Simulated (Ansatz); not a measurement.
`FB(F)F` + `CC(=O)O` → `CC(=O)OB(F)F` + H–F at 700 K and 1 bar (ligand exchange at a B–F bond).

Computed with Ansatz on PBE0-D4/def2-TZVP structures; ΔE is electronic, products minus reactants. CCSD(T)/CBS is the MP2 limit (def2-TZVPP, def2-QZVPP) plus CCSD(T) − MP2 in def2-TZVPP, frozen cores. This one scheme is used for every species. Each species was taken in one conformer, which may not be the lowest.

```csv
species,CCSD(T)/CBS energy (Eh),H − E (kJ/mol),S (J/(mol·K))
`FB(F)F`,-324.35731,69.5,306.2
`CC(=O)O`,-228.87529,215.3,365.4
`CC(=O)OB(F)F`,-452.81860,240.5,476.8
H–F,-100.39570,45.2,198.5
```

H − E and S are ideal-gas, rigid-rotor, harmonic terms from PBE0-D4/def2-TZVP, for one conformer and one mirror image of each species. 1 Eh = 2625.50 kJ/mol, R = 8.31446 J/(mol·K).

Q: By hand: ΔE, ΔH, ΔS and ΔG.

A: ΔE = (-452.81860) + (-100.39570) − (-324.35731) − (-228.87529) = 0.01830 Eh = 48.0 kJ/mol. Δ(H − E) = 240.5 + 45.2 − 69.5 − 215.3 = 0.9, so ΔH = 48.9 kJ/mol. ΔS = 476.8 + 198.5 − 306.2 − 365.4 = 3.7 J/(mol·K). ΔG = 48.9 − 700 × (3.7)/1000 = 46.3 kJ/mol.

Q: By hand: the equilibrium constant, and the temperature at which ΔG would vanish if ΔH and ΔS stayed fixed.

A: log₁₀ K = −ΔG/(RT ln 10) = -3.5. ΔG = 0 at ΔH/ΔS = 13216 K, far beyond where these terms or the molecules hold.

The number of gas molecules stays the same, so ΔS is small and ΔH decides. A doubt of 5 kJ/mol in ΔE shifts log₁₀ K by 0.4 here. Other conformers and mirror images would add mixing entropy, several J/(mol·K) or more a flexible species. Modes under 60 cm⁻¹, often nearly free rotors, make the harmonic entropy too high. These are equilibria of isolated gas molecules and say nothing of rates. Largest T1 diagnostic: 0.015 (customary marks: 0.02 for closed shells, 0.045 for open ones).
